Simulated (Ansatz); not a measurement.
# Ta: LAPW beside PAW

Aim: solve Ta at one geometry with full-potential LAPW, PAW on the default files and datasets made for this crystal, and see where they agree.

Program: Ansatz 0.2.0. Level of theory: DFT PBE, scalar-relativistic. These are calculated values, not measurements.

### 1 The system as given

It takes space group Im-3m (No. 229, cubic). The conventional cell has a = 3.303 Å, b = 3.303 Å, c = 3.303 Å, α = 90.00°, β = 90.00°, γ = 90.00°. Around Ta (site symmetry m-3m) lie 8 Ta at 2.86 Å.

Structure file:

```cif
data_structure
_symmetry_space_group_name_H-M 'Im-3m'
_symmetry_Int_Tables_number 229
_cell_length_a 3.3026
_cell_length_b 3.3026
_cell_length_c 3.3026
_cell_angle_alpha 90.000
_cell_angle_beta 90.000
_cell_angle_gamma 90.000
_cell_volume 36.02
loop_
_atom_site_label
_atom_site_type_symbol
_atom_site_symmetry_multiplicity
_atom_site_Wyckoff_symbol
_atom_site_fract_x
_atom_site_fract_y
_atom_site_fract_z
_atom_site_occupancy
Ta1 Ta 2 a 0.00000 0.00000 0.00000 1
```

The file gives the conventional cell by its symmetry; the runs use the cell typed in the input.

The structure is an experimental refinement, used without relaxation.

### 2 Full-potential LAPW

The input, input.yaml:

```yaml
crystal:
  lattice:
    - [-1.65128, 1.65128, 1.65128]
    - [1.65128, -1.65128, 1.65128]
    - [1.65128, 1.65128, -1.65128]
  atoms:
    - { symbol: Ta, position: [0.0, 0.0, 0.0] }
kpoints:
  mp_grid: { grid: [17, 17, 17] }
  band_path:
    path:
      - [0.0, 0.0, 0.0]
      - [0.5, -0.5, 0.5]
      - [0.0, 0.0, 0.5]
      - [0.0, 0.0, 0.0]
      - [0.25, 0.25, 0.25]
      - [0.5, -0.5, 0.5]
      - [0.25, 0.25, 0.25]
      - [0.0, 0.0, 0.5]
    npoints: 14
scf:
  occupations: { method: fermi_dirac, width: 0.08 }
hamiltonian:
  xc: pbe
  pseudopotentials: { kind: all_electron, lapw: { basis_error: 0.0005 } }
output:
  forces: true
  stress: true
  eigenvalues: true
  populations: true
  dos: { projected: true, de: 0.2, e_range: [-14, 8] }
```

Run with:

```bash
ansatz run input.yaml --threads 1 --pin off --max-ram 3072MiB --backend cpu --events-out ev --progress --plain --runs-dir out
```

Log:

```text
Ta: projections on atomic orbitals take those of the free atom 1s2 2s2 2p6 3s2 3p6 3d10 4s2 4p6 4d10 4f14 5s2 5p6 5d3 6s2, of charge +0.00 (hamiltonian.pseudopotentials.projection_atoms)
LAPW: plane waves up to 8.618 Å⁻¹, error target 5.0e-4 eV per atom; small_component_spin mean_spin; Ta in spheres of 1.430 Å, 43 of its electrons in bands, Dirac shells []
Engine: ansatz 0.2.0
Pseudopotentials: kind: all_electron
Pseudopotential: Ta, LAPW, valence charge 43, Koelling and Harmon's equation, gaussian nucleus
Functional definition: PBE
  parameter kappa = 0.804
  parameter beta = 0.06672455060314922
  exchange = pbe_x(kappa = kappa, mu = beta*pi^2/3)
  correlation = pbe_c(beta = beta)
Crystal: 1 atoms, lattice volume = 18.010 Å³
Basis set: ecut = 282.97192013490275 eV, 201 PW (Γ), exchange–correlation at level 2
Bands: 26, of which v1, the nominal top of the filled ones, is band 22 counted from 1 (21 counted from 0)
Symmetry: 48 space group operations
Space group: Im-3m (ITA 229), of the structure as read, at distance tolerance 2.6e-5 Å
k-points: 165 of 4913
Non-local potential: Ta, projectors of the file, none
Initial density: superposition of atomic densities (chi_scale 0.1, normalization cell)
Initial wavefunctions: plane waves of lowest kinetic energy (no species holds an atomic orbital)
Functional: x = pbe(κ = 0.804, μ = 0.2195149727645171), c = pbe(β = 0.06672455060314922)
iter 1 solved again at ethr=1.87e-4 eV; its pass at ethr=1.00e-1 eV (dr2=8.04e-2 eV) is discarded
SCF iter   1: F=—  HF=-424569.255667 eV  |F-HF|=—  |Δ(HF+E_count)|=         —  Δρ=2.61e-2  dr2=8.08e-2  ethr=1.87e-4  ⟨swp⟩=2.9  Hψ=26549  notcnv=0
preconditioner: auto → Kerker (q_TF=auto, 3.154 Å⁻¹)  [metal: Δε(μ)=0.017 eV  Ē_g=24.527 eV  σ=0.080 eV  W_gap=0.05  n_scr=12 (ndim 8)  ℏωp=43.7 eV  f_vac=0.000  D(μ)=1.26/eV (n_scr^D=12)]
SCF iter   2: F=—  HF=-424569.133119 eV  |F-HF|=—  |Δ(HF+E_count)|=   1.23e-1  Δρ=1.36e-2  dr2=2.55e-2  ethr=1.87e-4  ⟨swp⟩=2.0  Hψ=13240  notcnv=0
SCF iter   3: F=—  HF=-424569.120952 eV  |F-HF|=—  |Δ(HF+E_count)|=   1.22e-2  Δρ=9.33e-3  dr2=1.37e-2  ethr=5.93e-5  ⟨swp⟩=2.0  Hψ=12835  notcnv=0
SCF iter   4: F=—  HF=-424569.116784 eV  |F-HF|=—  |Δ(HF+E_count)|=         —  Δρ=5.13e-3  dr2=4.99e-3  ethr=3.19e-5  ⟨swp⟩=2.0  Hψ=12365  notcnv=0
the basis was enlarged: its passes take 277.1 KiB over the memory plan, 1 of 1 planned eigensolver slots
iter 5 solved again at ethr=1.04e-6 eV; its pass at ethr=1.16e-5 eV (dr2=4.47e-4 eV) is discarded
SCF iter   5: F=—  HF=-424569.117403 eV  |F-HF|=—  |Δ(HF+E_count)|=   6.20e-4  Δρ=1.45e-3  dr2=4.46e-4  ethr=1.04e-6  ⟨swp⟩=2.0  Hψ=21658  notcnv=0
SCF iter   6: F=—  HF=-424569.117444 eV  |F-HF|=—  |Δ(HF+E_count)|=   4.08e-5  Δρ=3.46e-4  dr2=1.24e-5  ethr=1.04e-6  ⟨swp⟩=2.0  Hψ=12838  notcnv=0
SCF iter   7: F=—  HF=-424569.117446 eV  |F-HF|=—  |Δ(HF+E_count)|=   1.57e-6  Δρ=6.16e-5  dr2=3.49e-7  ethr=2.88e-8  ⟨swp⟩=2.0  Hψ=12838  notcnv=0
SCF iter   8: F=-424569.117446 eV  HF=-424569.117446 eV  |F-HF|=1.46e-9  |Δ(HF+E_count)|=   8.92e-8  Δρ=6.30e-6  dr2=2.21e-9  ethr=8.12e-10  ⟨swp⟩=2.6  Hψ=12954  notcnv=0
SCF 1 converged in 8 iterations: F = -424569.117446 eV  dr2 = 2.21e-9
NSCF: frozen V_eff on 99 k-points
SCF converged after 8 iterations
Free energy (F): -424569.117446 eV
Harris-Foulkes:  -424569.117446 eV  (|F-HF|=1.46e-9)
Internal energy: -424569.089896 eV  (E = F + TS)
E sigma→0 (E₀):  -424569.103671 eV
Entropy (-TS):   -0.027550 eV (-27.550 meV/atom)
Fermi energy:    24.812023 eV
--- Per-component energies (eV) ---
  E_band       = -4068.462278
  E_kinetic    = 473935.862368
  E_xc         = -8623.680982
  E_electrostatic = -889881.271282  (all electrons and nuclei)
  E_smearing   = -0.027550  (= −TS)
  E_closure    = 0.000000  (closes the sum)
  E_atoms      = -424559.369556  (free atoms, spherical and without spin; not in F)
  Σ components = -424569.117446   (vs F -424569.117446, Δ=0.00e0)
  Basis errors (estimates in eV, not in F): energy 1.3e-4 per atom: plane waves 1.1e-4 (5.8e-5 summed), levels above the bands 2.2e-52, relativity 3.7e-8, radial functions 2.3e-5, core shells 1.3e-8; eigenvalues (radial functions only) 2.0e-6; not estimated: angular momenta, meshes, grids; target (lapw.basis_error) 5.0e-4; muffin-tin radii Ta 1.430 Å
--- Forces (eV/Å), atoms counted from 1 ---
  atom   1  Ta    -0.00000000    -0.00000000    -0.00000000
  max |Σ_I F_I| component: 3.12e-31 eV/Å
--- Stress (GPa, compression-positive) ---
        3.058974       0.000000      -0.000000
        0.000000       3.058974       0.000000
       -0.000000       0.000000       3.058974
  P = ⅓ Tr σ = 3.0590 GPa (30.590 kbar)
--- Band table (eV; the first three rows and the last of 165) ---
  k-point 0: bands = ["-369.5881", "-369.5881", "-369.5881", "-191.1501", "-191.1501", "-191.1322", "-191.1322", "-191.1322", "-42.2884", "-8.2340", "-8.2340", "-8.2340", "5.9465", "5.9465", "5.9465", "5.9982", "5.9982", "5.9982", "6.0496", "16.9055", "25.5372", "25.5372", "25.5372", "28.8110", "28.8110", "39.4015"]
  k-point 1: bands = ["-369.5881", "-369.5881", "-369.5881", "-191.1501", "-191.1501", "-191.1322", "-191.1322", "-191.1322", "-42.2845", "-8.2771", "-8.2473", "-8.2342", "5.9472", "5.9480", "5.9482", "5.9967", "5.9977", "5.9977", "6.0475", "17.0600", "25.4362", "25.5087", "25.6891", "28.6442", "28.8110", "39.5415"]
  k-point 2: bands = ["-369.5881", "-369.5881", "-369.5881", "-191.1501", "-191.1501", "-191.1322", "-191.1322", "-191.1322", "-42.2734", "-8.3991", "-8.2852", "-8.2349", "5.9491", "5.9523", "5.9529", "5.9925", "5.9960", "5.9965", "6.0419", "17.5057", "25.1606", "25.3846", "26.1394", "28.3116", "28.8207", "39.8881"]
  k-point 164: bands = ["-369.5881", "-369.5881", "-369.5881", "-191.1501", "-191.1501", "-191.1322", "-191.1322", "-191.1322", "-42.0878", "-9.0556", "-9.0480", "-9.0480", "5.9395", "5.9636", "5.9642", "5.9642", "6.0149", "6.0153", "6.0153", "21.0444", "21.0631", "31.1077", "31.1077", "31.5587", "33.1413", "34.0266"]
--- Löwdin populations: 1 site ---
  site symbol       q [e]
     0     Ta     72.9227
  spilling = 0.001058 (of n_electrons = 73.000000)
```

Run time: 28 s. Hardware: 1 thread of Intel Xeon Platinum 8375C at 2.90GHz (Ice Lake), shared host; peak memory 0.44 GiB.

Read from it: pressure 3.06 GPa; no gap.

Levels at the path's labelled points, in eV from the Fermi level:

| point | band 18 | band 19 | band 20 | band 21 | band 22 | band 23 | band 24 |
| --- | --- | --- | --- | --- | --- | --- | --- |
| Γ | -18.81 | -18.76 | -7.91 | 0.73 | 0.73 | 0.73 | 4.00 |
| H | -18.80 | -18.80 | -3.81 | -3.81 | 6.83 | 6.83 | 6.83 |
| N | -18.81 | -18.79 | -4.38 | -1.55 | 1.59 | 3.88 | 4.91 |
| Γ | -18.81 | -18.76 | -7.91 | 0.73 | 0.73 | 0.73 | 4.00 |
| P | -18.82 | -18.82 | -1.23 | -1.23 | -1.23 | 5.09 | 5.09 |
| H | -18.80 | -18.80 | -3.81 | -3.81 | 6.83 | 6.83 | 6.83 |
| P | -18.82 | -18.82 | -1.23 | -1.23 | -1.23 | 5.09 | 5.09 |
| N | -18.81 | -18.79 | -4.38 | -1.55 | 1.59 | 3.88 | 4.91 |

States per cell in windows of 1 eV (zero at the Fermi level; grid of 0.20 eV, so sharp peaks spill over the borders):

| from | to | total | Ta 5d | Ta 6s |
| --- | --- | --- | --- | --- |
| -8 | -7 | 0.03 | 0.00 | 0.03 |
| -7 | -6 | 0.08 | 0.00 | 0.07 |
| -6 | -5 | 0.14 | 0.02 | 0.12 |
| -5 | -4 | 0.36 | 0.16 | 0.18 |
| -4 | -3 | 0.75 | 0.55 | 0.18 |
| -3 | -2 | 0.80 | 0.70 | 0.08 |
| -2 | -1 | 1.18 | 1.14 | 0.01 |
| -1 | 0 | 1.54 | 1.36 | 0.10 |
| 0 | 1 | 0.87 | 0.73 | 0.06 |
| 1 | 2 | 0.31 | 0.26 | 0.01 |
| 2 | 3 | 0.72 | 0.68 | 0.02 |
| 3 | 4 | 1.05 | 1.01 | 0.02 |
| 4 | 5 | 1.45 | 1.38 | 0.04 |

### 3 PAW on the default files

Changes to input.yaml since step 2:

```diff
@@ -24,3 +24,3 @@
   xc: pbe
-  pseudopotentials: { kind: all_electron, lapw: { basis_error: 0.0005 } }
+  pseudopotentials: { kind: paw }
 output:
@@ -29,3 +29,9 @@
   eigenvalues: true
+  efg: { contact_densities: true }
   populations: true
+  bader: true
   dos: { projected: true, de: 0.2, e_range: [-14, 8] }
+  write_density: true
+  write_potential: true
+  elf: true
+  volumetric_format: npy
```

Run with:

```bash
ansatz run input.yaml --threads 1 --pin off --max-ram 3072MiB --backend cpu --events-out ev --progress --plain --runs-dir out
```

Log (excerpt; [...] marks lines left out):

```text
Ta: output.efg is read without spin–orbit coupling, which moves field gradients at and beside such atoms by some per cent and up to a factor of two; PAW files take it under magnetization.noncollinear and magnetization.spin_orbit
[...]
Pseudopotentials: kind: paw
Pseudopotential: Ta, paw, valence charge 13, recommended cutoff 420 eV (normal)
Functional definition: PBE
[...]
Crystal: 1 atoms, lattice volume = 18.010 Å³
Basis set: ecut = 420 eV, 369 PW (Γ), exchange–correlation on 40×40×40 points (8 copies of the dense FFT grid, shifted against one another)
Bands: 11, of which v1, the nominal top of the filled ones, is band 7 counted from 1 (6 counted from 0)
Symmetry: 48 space group operations
Space group: Im-3m (ITA 229), of the structure as read, at distance tolerance 2.6e-5 Å
k-points: 165 of 4913
[...]
  atom   1  Ta    -0.00000000     0.00000000     0.00000000
[...]
--- Stress (GPa, compression-positive) ---
        3.122167      -0.000000      -0.000000
        0.000000       3.122167       0.000000
        0.000000      -0.000000       3.122167
  P = ⅓ Tr σ = 3.1222 GPa (31.222 kbar)
--- PAW observables at the nuclei: V_zz in 10²¹ V/m², potentials from the cell's mean, atoms counted from 1 ---
  atom   1  Ta V_zz =    -0.000000   η = 0.0000   by run symmetry: forbidden
            electrostatic potential = -14501.670907 V   contact ρ = 8154558.683255 e/Å³
--- Band table (eV; the first three rows and the last of 165) ---
  k-point 0: bands = ["-48.4292", "-14.3786", "-14.3786", "-14.3786", "10.7430", "19.3778", "19.3778", "19.3778", "22.6526", "22.6526", "33.2632"]
[...]
--- Löwdin populations: 1 site ---
  site symbol       q [e]
     0     Ta     12.9133
  spilling = 0.006666 (of n_electrons = 13.000000)
--- Bader charges: 1 site ---
  site symbol  charge [e]  shift [e]
     0     Ta      0.0000     0.0000
  estimated error of the sums over rays = 3.0e-7 e
```

Wall time 17 s (1 thread of Intel Xeon Platinum 8375C at 2.90GHz (Ice Lake), shared host); peak memory 0.4 GiB.

Read from it: pressure 3.12 GPa; no gap.

The fields are shown in the conventional cell of this run's space group, carried over from its grid by interpolation.

Density in a lattice plane of the grid's cell (edges 3.30 and 3.30 Å, at 0.000 of the third edge), which holds Ta.

Ten even steps from '0' (0.22 e/Å³) to '9' (4.42 e/Å³):
```
899985210000000001258999
999864200000000000246899
887642100000000000124678
655321000000000000012355
322110000000000000001122
100000000000000000000000
000000000000000000000000
000000000000000000000000
000000000000000000000000
000000000000000000000000
000000000000000000000000
000000000000000000000000
000000000000000000000000
100000000000000000000000
322110000000000000001122
655321000000000000012355
887642100000000000124678
999864200000000000246899
899985210000000001258999
689985310000000001358998
```
Columns run along the first of these edges and rows up along the second, over one cell in 24 and 20 even steps from the bottom left corner. Atoms in the plane (fractional): Ta at (0.00, 0.00).

ELF in the same plane.

Values, 12 rows by 12 columns:
```
0.30 0.53 0.72 0.42 0.15 0.30 0.44 0.30 0.15 0.42 0.72 0.53
0.70 0.72 0.61 0.30 0.21 0.40 0.52 0.40 0.21 0.29 0.62 0.72
0.47 0.42 0.30 0.23 0.34 0.49 0.55 0.49 0.34 0.23 0.29 0.42
0.14 0.15 0.21 0.34 0.47 0.51 0.52 0.51 0.47 0.34 0.21 0.15
0.26 0.30 0.40 0.49 0.51 0.47 0.44 0.47 0.51 0.49 0.40 0.30
0.40 0.44 0.52 0.55 0.52 0.44 0.40 0.44 0.52 0.55 0.52 0.44
0.26 0.30 0.40 0.49 0.51 0.47 0.44 0.47 0.51 0.49 0.40 0.30
0.14 0.15 0.21 0.34 0.47 0.51 0.52 0.51 0.47 0.34 0.21 0.15
0.47 0.42 0.29 0.23 0.34 0.49 0.55 0.49 0.34 0.23 0.30 0.42
0.70 0.72 0.62 0.29 0.21 0.40 0.52 0.40 0.21 0.30 0.61 0.72
0.30 0.53 0.72 0.42 0.15 0.30 0.44 0.30 0.15 0.42 0.72 0.53
0.00 0.30 0.70 0.47 0.14 0.26 0.40 0.26 0.14 0.47 0.70 0.30
```
Columns run along the first of these edges and rows up along the second, over one cell in 12 and 12 even steps from the bottom left corner. Atoms in the plane (fractional): Ta at (0.00, 0.00).

Both are smooth fields of the valence electrons: close to the nuclei they are not physical.

Maxima of ELF outside the ion cores: 0.55 between the atoms, 1.8 Å from Ta.

### 4 Datasets made for this crystal

Changes to input.yaml since step 3:

```diff
@@ -19,3 +19,3 @@
       - [0.0, 0.0, 0.5]
-    npoints: 14
+    npoints: 8
 scf:
@@ -24,3 +24,3 @@
   xc: pbe
-  pseudopotentials: { kind: paw }
+  pseudopotentials: { kind: all_electron, datasets: crystal }
 output:
@@ -30,8 +30 @@
   efg: { contact_densities: true }
-  populations: true
-  bader: true
-  dos: { projected: true, de: 0.2, e_range: [-14, 8] }
-  write_density: true
-  write_potential: true
-  elf: true
-  volumetric_format: npy
```

Run with:

```bash
ansatz run input.yaml --threads 1 --pin off --max-ram 3072MiB --backend cpu --events-out ev --progress --plain --runs-dir out
```

Log (excerpt; [...] marks lines left out):

```text
[...]
Ta: output.efg is read without spin–orbit coupling, which moves field gradients at and beside such atoms by some per cent and up to a factor of two; PAW files take it under magnetization.noncollinear and magnetization.spin_orbit
[...]
Pseudopotentials: kind: all_electron
Pseudopotential: Ta, paw, valence charge 27, recommended cutoff 240 eV (normal), Koelling and Harmon's equation, gaussian nucleus
Functional definition: PBE
[...]
Crystal: 1 atoms, lattice volume = 18.010 Å³
Basis set: ecut = 240 eV, 141 PW (Γ), exchange–correlation on 30×30×30 points (8 copies of the dense FFT grid, shifted against one another)
Bands: 11, of which v1, the nominal top of the filled ones, is band 7 counted from 1 (6 counted from 0)
Symmetry: 48 space group operations
Space group: Im-3m (ITA 229), of the structure as read, at distance tolerance 2.6e-5 Å
k-points: 165 of 4913
[...]
Fermi energy:    24.812059 eV
[...]
  The terms above E_closure are by the made datasets' own strengths, without shells solved beside the bands.
--- Forces (eV/Å), atoms counted from 1 ---
  atom   1  Ta     0.00000000     0.00000000     0.00000000
[...]
--- Stress (GPa, compression-positive) ---
        3.059926      -0.000000      -0.000000
       -0.000000       3.059926       0.000000
       -0.000000       0.000000       3.059926
  P = ⅓ Tr σ = 3.0599 GPa (30.599 kbar)
  It holds what live shells' own plane waves past their cutoff add
--- PAW observables at the nuclei: V_zz in 10²¹ V/m², potentials from the cell's mean, atoms counted from 1 ---
  atom   1  Ta V_zz =    -0.000000   η = 0.0000   by run symmetry: forbidden
            electrostatic potential = -14501.565645 V   contact ρ = 8150699.830170 e/Å³
--- Band table (eV; the first three rows and the last of 165) ---
  k-point 0: bands = ["-42.2883", "-8.2339", "-8.2339", "-8.2339", "16.9055", "25.5373", "25.5373", "25.5373", "28.8111"]
[...]
```

It took 22 s on 1 thread of Intel Xeon Platinum 8375C at 2.90GHz (Ice Lake), shared host; peak memory 0.55 GiB.

Result: pressure 3.06 GPa; no gap.

| atom | contact density (e/Å³) |
| --- | --- |
| Ta | 8150700 |

### 5 Side by side

| method | pressure (GPa) | SCF cycles, all passes |
| --- | --- | --- |
| LAPW | 3.06 | 8 |
| PAW | 3.12 | 6 |
| crystal datasets | 3.06 | 7 |

### 6 Outcome

| quantity | value |
| --- | --- |
| pressure | LAPW 3.06, PAW 3.12, crystal datasets 3.06 GPa |
| gap (LAPW) | none |
| highest ELF (PAW) | 0.55, 1.81 Å from Ta |

In words: At this geometry the cell is under compression of 3.1 GPa, so it would expand if let go. With 43 electrons in the bands of a cell, and no spin, a band must be partly filled: it is a metal at this level. Within 0.3 eV of the Fermi level the largest projected share is Ta 5d (89 %). The projection holds only the free atom's occupied shells (Ta 6s, Ta 5d in this range). PAW lies +0.06 GPa from LAPW in pressure. LAPW took about 1.7 times as long as PAW (28 s against 17 s, on a shared host and with the outputs that each input asks for). Spin-orbit coupling is left out, though the cell holds Ta; in elements this heavy it can shift bands and gaps by tenths of an eV.
